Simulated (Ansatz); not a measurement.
Method: DFT PBE, scalar-relativistic, plane waves, PAW in Ansatz. All cells share a 420 eV cutoff and Γ-centred k meshes spaced at most about 0.3 Å⁻¹ (2π included). No spin polarisation.

These are static total energies at zero pressure.

Two relaxed structures of Si3Ge2:

A.

```
CELL_PARAMETERS angstrom
-1.96958 9.85752 2.78815
1.96958 -9.85752 2.78815
1.96958 9.85752 -2.78815
ATOMIC_POSITIONS crystal
Si 0.88035 0.63035 0.25000
Si 0.11965 0.36965 0.75000
Si 0.32302 0.37075 0.95227
Si 0.08151 0.62925 0.45226
Si 0.91849 0.37075 0.54773
Si 0.67698 0.62925 0.04773
Ge 0.53155 0.38244 0.14911
Ge 0.73333 0.38244 0.35089
Ge 0.46845 0.61756 0.85089
Ge 0.26667 0.61756 0.64911
```

B.

```
CELL_PARAMETERS angstrom
-1.97074 9.85961 2.78763
1.97074 -9.85961 2.78763
1.97074 9.85961 -2.78763
ATOMIC_POSITIONS crystal
Si 0.87821 0.12821 0.75000
Si 0.52472 0.87072 0.65400
Si 0.71671 0.87072 0.84600
Si 0.12179 0.87179 0.25000
Si 0.47528 0.12928 0.34600
Si 0.28329 0.12928 0.15400
Ge 0.32835 0.88144 0.44691
Ge 0.06547 0.11856 0.94691
Ge 0.93453 0.88144 0.05309
Ge 0.67165 0.11856 0.55309
```

Task: Which arrangement of the elements on these sites is preferred, and by what margin?

Result: They are level within the accuracy (2 meV/atom apart, with B the lower in these runs). The two share one framework of sites and differ in which element sits where. A has Si and Ge ordered on diamond sites, space group Imma (No. 74), 21.7 Å³/atom and a gap of 0.38 eV on its mesh; B has Si and Ge ordered on diamond sites, space group Imma (No. 74), 21.7 Å³/atom and a gap of 0.41 eV. Counting Ge atoms around Si (those within 1.25 times the shortest such distance or 1.15 times the sum of covalent radii; a plus sign parts nearer from farther groups; the shortest distance is added where it is long for a bond; a slash parts the counts of unlike sites), A has Si 1/2 and B has Si 1/2+4 from 3.9 Å. In A, Si on a site of symmetry mm2 is surrounded by 2 Si at 2.38 Å and 2 Ge at 2.42 Å; around Si on a site of symmetry m lie 3 Si at 2.37–2.39 Å and 1 Ge at 2.43 Å; Ge has 2 Si at 2.42–2.43 Å and 2 Ge at 2.46 Å. In B, Si on a site of symmetry mm2 has 4 Si at 2.38–2.39 Å; Si on a site of symmetry m is surrounded by 3 Si at 2.38–2.39 Å and 1 Ge at 2.42 Å; Ge has 1 Si at 2.42 Å and 3 Ge at 2.46–2.48 Å. Both come from invented guesses.

Kohn–Sham gaps at this level usually fall short of measured ones. Cells relaxed within their symmetry can be saddle points.
